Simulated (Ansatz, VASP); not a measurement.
## Two plane-wave programs on Ta

INCAR

```
SYSTEM = Ta
ALGO     = Fast           ! electronic algorithm
EDIFF    = 1E-6           ! SCF threshold, eV
ENCUT    = 520            ! plane-wave cutoff, eV
GGA      = PS             ! functional
ISIF     = 2              ! what is computed and relaxed
ISMEAR   = 0              ! smearing method
LASPH    = .True.         ! aspherical terms in the spheres
LCHARG   = .True.         ! write CHGCAR
LELF     = .True.         ! ELF
LREAL    = .False.        ! projectors in reciprocal space
LVHAR    = .True.       
LWAVE    = .False.        ! write WAVECAR
NBANDS   = 12             ! bands
NELM     = 100            ! most SCF steps
PREC     = Accurate       ! precision mode
SIGMA    = 0.1            ! smearing width, eV
```

Contents of KPOINTS:

```
k-points
0
Gamma
  18 18 18
  0 0 0
```

POSCAR

```
Ta
1.0
   -1.6724298856      1.6724298856      1.6724298856
    1.6724298856     -1.6724298856      1.6724298856
    1.6724298856      1.6724298856     -1.6724298856
Ta
1
Direct
    0.0000000000      0.0000000000      0.0000000000
```

Input for Ansatz:

```yaml
crystal:
  lattice:
    - [-1.6724298857, 1.6724298857, 1.6724298857]
    - [1.6724298857, -1.6724298857, 1.6724298857]
    - [1.6724298857, 1.6724298857, -1.6724298857]
  atoms:
    - { symbol: Ta, position: [0.0, 0.0, 0.0] }
basis:
  ecutwfc: 420
kpoints:
  mp_grid: { grid: [18, 18, 18] }
hamiltonian:
  xc: pbesol
scf:
  occupations: { method: gaussian, width: 0.1 }
output:
  forces: true
  stress: true
  eigenvalues: true
```

Alike in both runs: task single point; functional PBEsol; k mesh 18 × 18 × 18; occupations gaussian, width 0.1 eV; no spin polarisation.

```csv
,VASP,Ansatz
version,VASP 6.6.1,Ansatz 0.2.0
potentials or method,"VASP PAW PBE potentials, release 64 (Ta_pv)","scalar-relativistic, plane waves, PAW"
plane-wave cutoff (eV),520,420
valence electrons in the cell,11,13
```

Ansatz gave:

* gap on the k mesh at the Fermi level (eV): none
* pressure (GPa): -10.8

Problem. Which values does VASP return?

Solution. gap on the k mesh at the Fermi level (eV): none; pressure (GPa): -10.7.

A gap of «none» marks a metal or a gap that the smearing closes. With one functional, cell and mesh, what is left measures potentials, basis and numerics. The two sets of potentials don't hold the same shells in valence.

Caveats: the PAW data sets were made with another functional, which shifts forces and pressure a little (VASP). The runs have no spin-orbit coupling, so splittings on Ta are missing.
